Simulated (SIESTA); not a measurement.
## Sb under changes of volume

One of the cells (27.501 Å³/atom); the others are scaled copies at fixed shape and fractional positions:

```
CELL_PARAMETERS angstrom
-1.58698 1.58698 2.72990
1.58698 -1.58698 2.72990
1.58698 1.58698 -2.72990
ATOMIC_POSITIONS crystal
Sb 0.00000 0.00000 0.00000
```

This isn't the form of Sb at room conditions, which is rhombohedral.

```yaml
Program: SIESTA 5.4.2
Functional: PBEsol
Potentials_or_basis: PseudoDojo 0.4 standard (PBEsol files)
Basis: DZP (energy shift 0.003 Ry; two zetas on semicore shells)
Grid_cutoff: 500 Ry
Energy_shift: 0.003 Ry
k_mesh: 12 × 12 × 12
Occupations: fermi-dirac, width 0.05 eV
Spin: no spin polarisation
```

```tsv
volume (Å³/atom)	energy over the lowest point (meV/atom)	pressure (GPa)
25.344	?	?
25.883	13.06	3.8
26.423	3.06	2.2
27.501	0.00	-0.6
28.040	4.20	-1.8
28.580	12.30	-2.9
```

Problem. What does the run at 25.344 Å³/atom give?

Solution. Energy over the lowest point 30.40 meV/atom; pressure 5.6 GPa.

Worked out: A Birch-Murnaghan fit of order 3 (a polynomial in V^(-2/3)) to the other rows has its minimum at 27.14 Å³/atom with B0 = V·E''(V) = 67 GPa (rough, since the energies scatter) at fixed shape and positions, which overstates the stiffness. It gives 29.83 meV/atom at 25.344 Å³/atom, against the run's 30.40, and -dE/dV = 6.2 GPa, against 5.6.

Energies are extrapolated to zero smearing.

Caveats: the basis of atomic orbitals isn't converged, which shifts pressures, moduli and gaps.
